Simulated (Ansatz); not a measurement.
Fluorite CaF2, relaxed with r2SCAN in the plane-wave code Ansatz. It is cubic, Fm-3m (No. 225); a = 5.439 Å in the conventional setting, 13.41 Å³ an atom. Around Ca lie 8 F at 2.36 Å; around F lie 4 Ca at 2.36 Å.

The axes x, y and z are those of this cell:
```yaml
crystal:
  lattice:
    - [0.00000, 2.71959, 2.71959]
    - [2.71959, 0.00000, 2.71959]
    - [2.71959, 2.71959, 0.00000]
  atoms:
    - { symbol: Ca, position: [0.00000, 0.00000, 0.00000] }
    - { symbol: F, position: [0.25000, 0.25000, 0.25000] }
    - { symbol: F, position: [0.75000, 0.75000, 0.75000] }
```

Unstrained: With PBE the valence top lies at X and the conduction bottom at Γ, 7.376 eV higher; the smallest vertical gap, at Γ, is 7.633 eV. r2SCAN gives an indirect gap of 8.032 eV, from X to Γ; the least direct gap is 8.293 eV at Γ. With HSE06 the valence top lies at X and the conduction bottom at Γ, 9.449 eV higher; the smallest vertical gap, at Γ, is 9.719 eV. Meshes: PBE 8×8×8, r2SCAN 8×8×8, HSE06 6×6×6. Strains are changes of length per length. After each strain the atoms were relaxed again with r2SCAN within the symmetry that the strain leaves, so tilts or polar shifts that break it weren't tested; points keep the names that they have in the unstrained zone. The values are computed, spin-unpolarised, and not measurements.

(1) Apply isotropic -1.0 % on every length. How far does the gap move, against the unstrained cell?

(2) Estimate what isotropic -2.0 % on every length does to the gap.

(3) Apply isotropic +1.0 % on every length. How far does the gap move, against the unstrained cell?

(4) Estimate what isotropic -3.0 % on every length does to the gap.

(5) Estimate what isotropic -4.0 % on every length does to the gap.

(6) Estimate what isotropic +4.0 % on every length does to the gap.

(7) Apply isotropic +2.0 % on every length. How far does the gap move, against the unstrained cell?

(8) Apply isotropic +3.0 % on every length. How far does the gap move, against the unstrained cell?

(9) Order the strained cells by their HSE06 gap, smallest first.
A. isotropic +2.0 % on every length
B. isotropic +4.0 % on every length
C. isotropic -3.0 % on every length
D. isotropic +1.0 % on every length
E. isotropic -1.0 % on every length
F. isotropic -2.0 % on every length
G. isotropic +3.0 % on every length
H. isotropic -4.0 % on every length

## Answers

(1) PBE: the gap goes from 7.376 to 7.560 eV (+0.184 eV). r2SCAN: the gap goes from 8.032 to 8.215 eV (+0.183 eV). HSE06: the gap goes from 9.449 to 9.645 eV (+0.196 eV). The r2SCAN energy rises by 3.5 meV an atom.

(2) PBE: the gap goes from 7.376 to 7.750 eV (+0.374 eV). r2SCAN: the gap goes from 8.032 to 8.405 eV (+0.373 eV). HSE06: the gap goes from 9.449 to 9.847 eV (+0.398 eV). The r2SCAN energy rises by 14.5 meV an atom.

(3) PBE: the gap goes from 7.376 to 7.198 eV (-0.178 eV). r2SCAN: the gap goes from 8.032 to 7.854 eV (-0.178 eV). HSE06: the gap goes from 9.449 to 9.260 eV (-0.189 eV). The r2SCAN energy rises by 3.2 meV an atom.

(4) PBE: the gap goes from 7.376 to 7.946 eV (+0.570 eV). r2SCAN: the gap goes from 8.032 to 8.601 eV (+0.569 eV). HSE06: the gap goes from 9.449 to 10.056 eV (+0.607 eV). The r2SCAN energy rises by 33.8 meV an atom.

(5) PBE: the gap goes from 7.376 to 8.148 eV (+0.772 eV). r2SCAN: the gap goes from 8.032 to 8.803 eV (+0.771 eV). HSE06: the gap goes from 9.449 to 10.271 eV (+0.822 eV). The r2SCAN energy rises by 62.3 meV an atom.

(6) PBE: the gap goes from 7.376 to 6.698 eV (-0.678 eV). r2SCAN: the gap goes from 8.032 to 7.357 eV (-0.675 eV). HSE06: the gap goes from 9.449 to 8.725 eV (-0.724 eV). The r2SCAN energy rises by 47.0 meV an atom.

(7) PBE: the gap goes from 7.376 to 7.025 eV (-0.351 eV). r2SCAN: the gap goes from 8.032 to 7.683 eV (-0.349 eV). HSE06: the gap goes from 9.449 to 9.076 eV (-0.373 eV). The r2SCAN energy rises by 12.6 meV an atom.

(8) PBE: the gap goes from 7.376 to 6.860 eV (-0.516 eV). r2SCAN: the gap goes from 8.032 to 7.517 eV (-0.515 eV). HSE06: the gap goes from 9.449 to 8.898 eV (-0.551 eV). The r2SCAN energy rises by 27.4 meV an atom.

(9) B (8.73 eV), G (8.90 eV), A (9.08 eV), D (9.26 eV), E (9.65 eV), F (9.85 eV), C (10.06 eV), H (10.27 eV).

The meshes of the hybrids are coarse, so their gaps aren't converged to the digits shown.
